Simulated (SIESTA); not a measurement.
**BN under changes of volume**

One of the cells (8.249 Å³/atom); the others are scaled copies at fixed shape and fractional positions:

```
N B
1.0
     2.50804    0.00000    0.00000
    -1.24671    2.17623    0.00000
    -0.63067   -1.08812    3.02254
N B
1 1
Direct
  0.66851 0.33238 0.98500
  0.97964 0.98350 0.00181
```

The cell comes from a database or a generator and needn't be the stable form of this composition.

```yaml
Program: SIESTA 5.4.2
Functional: LDA
Potentials_or_basis: PseudoDojo 0.4 standard (LDA files)
Basis: DZP (energy shift 0.003 Ry)
Grid_cutoff: 800 Ry
Energy_shift: 0.003 Ry
k_mesh: 13 × 13 × 9
Occupations: fermi-dirac, width 0.05 eV
Spin: no spin polarisation
```

| volume (Å³/atom) | energy over the lowest point (meV/atom) | pressure (GPa) | gap on the mesh (eV) | largest force (eV/Å) |
| --- | --- | --- | --- | --- |
| 7.754 | 28.48 | 19.2 | 2.61 | 3.377 |
| 7.919 | 12.36 | 12.2 | 2.62 | 3.226 |
| 8.084 | 3.07 | 5.9 | 2.63 | 3.084 |
| 8.249 | 0.00 | 0.1 | 2.64 | 2.949 |
| 8.414 | 2.61 | -5.1 | 2.65 | 2.821 |
| 8.579 | ? | ? | ? | ? |
| 8.744 | 22.91 | -14.3 | 2.66 | 2.582 |

**Question.** What does the run at 8.579 Å³/atom give?

**Answer.** Energy over the lowest point 10.40 meV/atom; pressure -9.9 GPa; gap on the mesh 2.66 eV; largest force 2.699 eV/Å.

Worked out: A Birch-Murnaghan fit of order 3 (a polynomial in V^(-2/3)) to the other rows has its minimum at 8.25 Å³/atom with B0 = V·E''(V) = 275 GPa and B' = 3.6 at fixed shape and positions, which overstates the stiffness. It gives 10.40 meV/atom at 8.579 Å³/atom, against the run's 10.40, and -dE/dV = -9.9 GPa, against -9.9. A straight line through the other rows of the gap, of slope 0.429 eV per unit of ln V, gives 2.66 eV, against the run's 2.66.

Energies are extrapolated to zero smearing.

Caveats: an odd mesh through Γ misses points on the zone boundary, where band edges often lie; the basis of atomic orbitals isn't converged, which shifts pressures, moduli and gaps; forces of over 1 eV/Å show positions far from the minimum, so gaps and moduli don't describe the material at rest.
